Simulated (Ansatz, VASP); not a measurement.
Two plane-wave programs on AlN

```
CELL_PARAMETERS angstrom
3.13020 0.00000 0.00000
-1.56510 2.71083 0.00000
0.00000 0.00000 5.01803
ATOMIC_POSITIONS crystal
Al 0.66667 0.33333 0.49923
Al 0.33333 0.66667 0.99923
N 0.66667 0.33333 0.88077
N 0.33333 0.66667 0.38077
```

Alike in both runs: functional PBE; k mesh 9 × 9 × 6; occupations gaussian, width 0.02 eV; no spin polarisation.

Ansatz relaxed the structure, and its values are those at the end. VASP's run is a single point on that final structure, the one shown.

|  | VASP | Ansatz |
| --- | --- | --- |
| version | VASP 6.6.1 | Ansatz 0.2.0 |
| potentials or method | VASP PAW PBE potentials, release 64 (Al, N) | scalar-relativistic, plane waves, PAW |
| plane-wave cutoff (eV) | 520 | 420 |
| valence electrons in the cell | 16 | 16 |

```csv
,VASP,Ansatz,Ansatz less VASP
gap on the k mesh at the Fermi level (eV),4.04,4.03,-0.009
least direct gap on the mesh (eV),4.04,4.03,-0.009
pressure (GPa),-0.3,0.0,+0.27
```

A hybrid or GW would open this gap; PBE tends to underestimate it.
